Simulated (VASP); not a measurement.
# SrTiO3 (Tausonite) (Pm-3m) in VASP: a series of runs, part 2 of 2

VASP 6.6.1.

## (3) Relaxation of cell and atoms, PBE

This run uses another cell than the first one, of 11.91 Å³/atom, 1.008 times its volume.

Input file INCAR:

```
  ALGO = Normal
  EDIFF = 1E-6
  EDIFFG = -0.01
  ENCUT = 600
  GGA = PE
  IBRION = 2
  ISIF = 3
  ISMEAR = 0
  KPAR = 2
  LASPH = T
  LCHARG = F
  LREAL = F
  LWAVE = F
  NELM = 80
  NSW = 90
  PREC = Accurate
  SIGMA = 0.03
```

Input file KPOINTS:

```
k-points
0
Gamma
  8 8 8
```

Input file POSCAR:

```
SrTiO3
1.0
    3.9052800000      0.0000000000      0.0000000000
    0.0000000000      3.9052800000      0.0000000000
    0.0000000000      0.0000000000      3.9052800000
Sr Ti O
1 1 3
Direct
    0.5000000000      0.5000000000      0.5000000000
    0.0000000000      0.0000000000      0.0000000000
    0.5000000000      0.0000000000      0.0000000000
    0.0000000000      0.5000000000      0.0000000000
    0.0000000000      0.0000000000      0.5000000000
```

Potentials or basis: VASP PAW PBE potentials, release 64 (Sr_sv, Ti_sv, O).

Launch:

```
cat potpaw_PBE.64/Sr_sv/POTCAR potpaw_PBE.64/Ti_sv/POTCAR potpaw_PBE.64/O/POTCAR > POTCAR
mpirun -np 2 vasp_std > vasp.out
```

OUTCAR:

```text
EDIFF = 1E-6
   EDIFFG = -0.01
   ENCUT = 600
   GGA = PE
   IBRION = 2
   ISIF = 3
   ISMEAR = 0
   LASPH = T
   LREAL = F
   NELM = 80
   NSW = 90
   PREC = Accurate

 ion  position               nearest neighbor table
   1  0.500  0.500  0.500-   3 2.76   4 2.76   5 2.76   3 2.76   4 2.76   3 2.76   5 2.76   3 2.76
                             4 2.76   5 2.76   4 2.76   5 2.76   2 3.38   2 3.38   2 3.38   2 3.38
   2  0.000  0.000  0.000-   3 1.95   4 1.95   5 1.95   5 1.95   4 1.95   3 1.95   1 3.38   1 3.38
                             1 3.38   1 3.38   1 3.38   1 3.38   1 3.38   1 3.38
   3  0.500  0.000  0.000-   2 1.95   2 1.95   1 2.76   1 2.76   1 2.76   1 2.76
   4  0.000  0.500  0.000-   2 1.95   2 1.95   1 2.76   1 2.76   1 2.76   1 2.76
   5  0.000  0.000  0.500-   2 1.95   2 1.95   1 2.76   1 2.76   1 2.76   1 2.76

  LATTYP: Found a simple cubic cell.
 ALAT       =     3.9052800000

  Lattice vectors:

 A1 = (   3.9052800000,   0.0000000000,   0.0000000000)
 A2 = (   0.0000000000,   3.9052800000,   0.0000000000)
 A3 = (   0.0000000000,   0.0000000000,   3.9052800000)

Analysis of symmetry for initial positions (statically):
=====================================================================
 Subroutine PRICEL returns:
 Original cell was already a primitive cell.

 Routine SETGRP: Setting up the symmetry group for a
 simple cubic supercell.

 Subroutine GETGRP returns: Found 48 space group operations
 (whereof 48 operations were pure point group operations)
 out of a pool of 48 trial point group operations.

The static configuration has the point symmetry O_h .

Analysis of symmetry for dynamics (positions and initial velocities):
=====================================================================
 Subroutine PRICEL returns:
 Original cell was already a primitive cell.

 Routine SETGRP: Setting up the symmetry group for a
 simple cubic supercell.

 Subroutine GETGRP returns: Found 48 space group operations
 (whereof 48 operations were pure point group operations)
[... 139 lines left out ...]
 conjugate gradient relaxation of ions
 non-spin polarized calculation
 Gauss-broadening in eV      SIGMA  =   0.03
  energy-cutoff  :      600.00
  volume of cell :       59.56
 maximum number of plane-waves:      2008
 NGX is ok and might be reduce to    32
   NGX = 15   NGY = 15   NGZ = 15

--------------------------------------- Ionic step        1  -------------------------------------------

 number of electron      39.9999979 magnetization

 Free energy of the ion-electron system (eV)
  ---------------------------------------------------
  ext. energy  EPLUGINS =         0.00000000
  ---------------------------------------------------
  free energy    TOTEN  =       -40.08373149 eV

  energy without entropy =      -40.08373149  energy(sigma->0) =      -40.08373149

------------------------ aborting loop because EDIFF is reached ----------------------------------------

  FORCE on cell =-STRESS in cart. coord.  units (eV):
  Direction    XX          YY          ZZ          XY          YZ          ZX
  --------------------------------------------------------------------------------------
  -------------------------------------------------------------------------------------
  Total        1.7434942      1.7434942      1.7434942      0.0000000      0.0000000      0.0000000
  in kB       46.9001849     46.9001849     46.9001849      0.0000000      0.0000000      0.0000000
  external PRESSURE =      46.9001849 kB  Pullay stress =       0.0000000 kB
[... 65 lines left out ...]
--------------------------------------- Ionic step        3  -------------------------------------------

 number of electron      39.9999974 magnetization

 Free energy of the ion-electron system (eV)
  ---------------------------------------------------
  ext. energy  EPLUGINS =         0.00000000
  ---------------------------------------------------
  free energy    TOTEN  =       -40.10690156 eV

  energy without entropy =      -40.10690156  energy(sigma->0) =      -40.10690156

 E-fermi :   4.1502     XC(G=0): -11.1291

 val. band max:        3.9456697408   @ k =   0.5000   0.5000   0.5000
 cond. band min:       5.7522739009   @ k =   0.0000   0.0000   0.0000
 fundamental gap:      1.8066041601
 Fermi energy:         4.1502352530

 k-point     1 :       0.0000    0.0000    0.0000
  band No.  band energies     occupation
      1     -52.6285      2.00000
      2     -28.9272      2.00000
      3     -28.8580      2.00000
      4     -28.8580      2.00000
      5     -28.8580      2.00000
      6     -13.3848      2.00000
[... 637 lines left out ...]
     23       7.9468      0.00000
     24       9.4598      0.00000

 [... further k-points ...]

------------------------ aborting loop because EDIFF is reached ----------------------------------------

  FORCE on cell =-STRESS in cart. coord.  units (eV):
  Direction    XX          YY          ZZ          XY          YZ          ZX
  --------------------------------------------------------------------------------------
  -------------------------------------------------------------------------------------
  Total       -0.0063925     -0.0063925     -0.0063925     -0.0000000      0.0000000     -0.0000000
  in kB       -0.1674259     -0.1674259     -0.1674259     -0.0000000      0.0000000     -0.0000000
  external PRESSURE =      -0.1674259 kB  Pullay stress =       0.0000000 kB
[... 20 lines left out ...]
  FREE ENERGIE OF THE ION-ELECTRON SYSTEM (eV)
  ---------------------------------------------------
  free  energy   TOTEN  =       -40.1069015646 eV

  energy  without entropy=      -40.1069015646  energy(sigma->0) =      -40.10690156

 reached required accuracy - stopping structural energy minimisation
```

Wall time 83 s (2 MPI ranks of Intel Xeon Platinum 8375C at 2.90GHz (Ice Lake), shared host); peak memory 0.22 GiB.

Results:

| Item | Value |
| --- | --- |
| Free energy | -40.1069 eV |
| Relaxed volume | 12.23 Å³/atom |
| Relaxed cell | a = 3.940 Å, b = 3.940 Å, c = 3.940 Å, α = 90.00°, β = 90.00°, γ = 90.00° |
| Space group after relaxing (to 0.05 Å) | Pm-3m (No. 221) |
| Energy gained by relaxing | 4.6 meV/atom |
| Ionic steps | 3 |
| Pressure after relaxing | 0.0 GPa |
| Band gap on the k mesh | 1.81 eV, indirect (least direct gap 2.18 eV) |

Step by step:
```tsv
step	energy change (eV)	largest force (eV/Å)	pressure (GPa)	volume (Å³)
1	0.0000	0.0000	4.69	59.56
2	-0.0057	0.0000	-3.75	62.62
3	-0.0232	0.0000	-0.02	61.17
```

Final structure:
```cif
data_structure
_symmetry_space_group_name_H-M 'P 1'
_symmetry_Int_Tables_number 1
_cell_length_a 3.9402
_cell_length_b 3.9402
_cell_length_c 3.9402
_cell_angle_alpha 90.000
_cell_angle_beta 90.000
_cell_angle_gamma 90.000
_cell_volume 61.17
loop_
_atom_site_label
_atom_site_type_symbol
_atom_site_fract_x
_atom_site_fract_y
_atom_site_fract_z
_atom_site_occupancy
Sr1 Sr 0.50000 0.50000 0.50000 1
Ti1 Ti 0.00000 0.00000 0.00000 1
O1 O 0.50000 0.00000 0.00000 1
O2 O 0.00000 0.50000 0.00000 1
O3 O 0.00000 0.00000 0.50000 1
```

Levels at points of the mesh, in eV from the valence-band top:
```csv
k point,band 16,band 17,band 18,band 19,band 20,band 21,band 22,band 23,band 24
"(0.00, 0.00, 0.00)",-1.12,-1.12,-0.37,-0.37,-0.37,1.81,1.81,1.81,4.12
"(0.50, 0.00, 0.00)",-2.29,-2.29,-1.90,-0.73,-0.73,1.96,3.64,3.64,4.13
"(0.50, 0.50, 0.00)",-2.76,-1.74,-1.54,-1.54,-0.09,3.65,3.65,4.09,5.05
"(0.50, 0.50, 0.50)",-3.66,-3.66,0.00,0.00,0.00,4.29,4.29,4.29,6.84
```

## (4) Relaxation of cell and atoms, PBE

This run uses another cell than the first one, of 12.23 Å³/atom, 1.035 times its volume.

INCAR: that of step 3 with these lines changed.

```diff
@@ -1,4 +1,4 @@
   ALGO = Normal
-  EDIFF = 1E-6
-  EDIFFG = -0.01
+  EDIFF = 1E-7
+  EDIFFG = -0.005
   ENCUT = 600
```

KPOINTS is that of step 3.

Input file POSCAR:

```
SrTiO3                                  
1.0
    3.9402048290      0.0000000000      0.0000000000
    0.0000000000      3.9402048290      0.0000000000
   -0.0000000000      0.0000000000      3.9402048290
  Sr              Ti              O             
     1     1     3
Direct
     0.5000000000000000    0.5000000000000000    0.5000000000000000
     0.0000000000000000    0.0000000000000000    0.0000000000000000
     0.5000000000000000    0.0000000000000000    0.0000000000000000
     0.0000000000000000    0.5000000000000000    0.0000000000000000
     0.0000000000000000    0.0000000000000000    0.5000000000000000
```

Launch:

```
cat potpaw_PBE.64/Sr_sv/POTCAR potpaw_PBE.64/Ti_sv/POTCAR potpaw_PBE.64/O/POTCAR > POTCAR
mpirun -np 2 vasp_std > vasp.out
```

It took 41 s on 2 MPI ranks of Intel Xeon Platinum 8375C at 2.90GHz (Ice Lake), shared host; peak memory 0.21 GiB.

Results (log left out):

* Free energy: -40.1103 eV
* Pressure after relaxing: -0.1 GPa
* Band gap on the k mesh: 1.81 eV, indirect (least direct gap 2.18 eV)

Final structure:
```yaml
crystal:
  lattice:
    - [3.94020, 0.00000, 0.00000]
    - [0.00000, 3.94020, 0.00000]
    - [0.00000, 0.00000, 3.94020]
  atoms:
    - { symbol: Sr, position: [0.50000, 0.50000, 0.50000] }
    - { symbol: Ti, position: [0.00000, 0.00000, 0.00000] }
    - { symbol: O, position: [0.50000, 0.00000, 0.00000] }
    - { symbol: O, position: [0.00000, 0.50000, 0.00000] }
    - { symbol: O, position: [0.00000, 0.00000, 0.50000] }
```

Levels at points of the mesh, in eV from the valence-band top:
```csv
k point,band 18,band 19,band 20,band 21,band 22,band 23
"(0.00, 0.00, 0.00)",-0.37,-0.37,-0.37,1.81,1.81,1.81
"(0.50, 0.00, 0.00)",-1.90,-0.73,-0.73,1.96,3.64,3.64
"(0.50, 0.50, 0.00)",-1.54,-1.54,-0.09,3.65,3.65,4.09
"(0.50, 0.50, 0.50)",0.00,0.00,0.00,4.29,4.29,4.29
```

Caveat: the relaxation stopped at its first step, so nothing moved. A k mesh can miss the band edges.
